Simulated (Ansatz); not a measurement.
BaTe built on the zincblende prototype, relaxed with r2SCAN: 6 runs in the plane-wave code Ansatz, each a construction of maximally localised Wannier functions. It is cubic, F-43m (No. 216); a = 7.828 Å in the conventional setting, 59.97 Å³ an atom. Ba has 4 Te at 3.39 Å; Te has 4 Ba at 3.39 Å. Values at 0 K without nuclear motion; spin polarisation is off, and the phase may be a hypothetical one.

```
Ba Te
1.0
     0.00000    3.91416    3.91416
     3.91416    0.00000    3.91416
     3.91416    3.91416    0.00000
Ba Te
1 1
Cartesian
  0.0000 0.0000 0.0000
  1.9571 1.9571 1.9571
```

Windows count from the top of the filled bands; a dash means that no such window was set (without an outer window there is no disentanglement).

```json
{"functional": "PBE", "SCF mesh": "4×4×4", "trial orbitals": "Te s, Te p", "functions": "4", "mesh": "4×4×4", "window (eV)": "–", "frozen (eV)": "–", "Ω total (Å²)": "10.20", "Ω invariant (Å²)": "8.94", "largest spread (Å²)": "2.55", "least projectability": "0.92", "interpolation miss of the model's filled bands (eV, to the nearest computed level)": "0.009"}
{"functional": "PBE", "SCF mesh": "4×4×4", "trial orbitals": "Te s, Te p", "functions": "4", "mesh": "6×6×6", "window (eV)": "–", "frozen (eV)": "–", "Ω total (Å²)": "10.73", "Ω invariant (Å²)": "9.45", "largest spread (Å²)": "2.68", "least projectability": "0.92", "interpolation miss of the model's filled bands (eV, to the nearest computed level)": "0.001"}
{"functional": "PBE", "SCF mesh": "4×4×4", "trial orbitals": "Te p", "functions": "3", "mesh": "4×4×4", "window (eV)": "–", "frozen (eV)": "–", "Ω total (Å²)": "9.75", "Ω invariant (Å²)": "9.64", "largest spread (Å²)": "3.25", "least projectability": "0.92", "interpolation miss of the model's filled bands (eV, to the nearest computed level)": "0.009"}
{"functional": "r2SCAN", "SCF mesh": "4×4×4", "trial orbitals": "Te s, Te p", "functions": "4", "mesh": "4×4×4", "window (eV)": "–", "frozen (eV)": "–", "Ω total (Å²)": "10.02", "Ω invariant (Å²)": "8.70", "largest spread (Å²)": "2.51", "least projectability": "0.93", "interpolation miss of the model's filled bands (eV, to the nearest computed level)": "0.008"}
{"functional": "r2SCAN", "SCF mesh": "4×4×4", "trial orbitals": "Te p", "functions": "3", "mesh": "4×4×4", "window (eV)": "–", "frozen (eV)": "–", "Ω total (Å²)": "9.51", "Ω invariant (Å²)": "9.41", "largest spread (Å²)": "3.17", "least projectability": "0.93", "interpolation miss of the model's filled bands (eV, to the nearest computed level)": "0.008"}
{"functional": "HSE06", "SCF mesh": "4×4×4", "trial orbitals": "Te s, Te p", "functions": "4", "mesh": "4×4×4", "window (eV)": "–", "frozen (eV)": "–", "Ω total (Å²)": "9.97", "Ω invariant (Å²)": "8.69", "largest spread (Å²)": "2.49", "least projectability": "0.93", "interpolation miss of the model's filled bands (eV, to the nearest computed level)": "–"}
```

For Te s, Te p with PBE the spread goes 10.20 Å² (4×4×4), 10.73 Å² (6×6×6): finite differences on a coarse mesh understate it.

Spin-orbit coupling is left out, which matters wherever the heavy atoms make up the band edges.
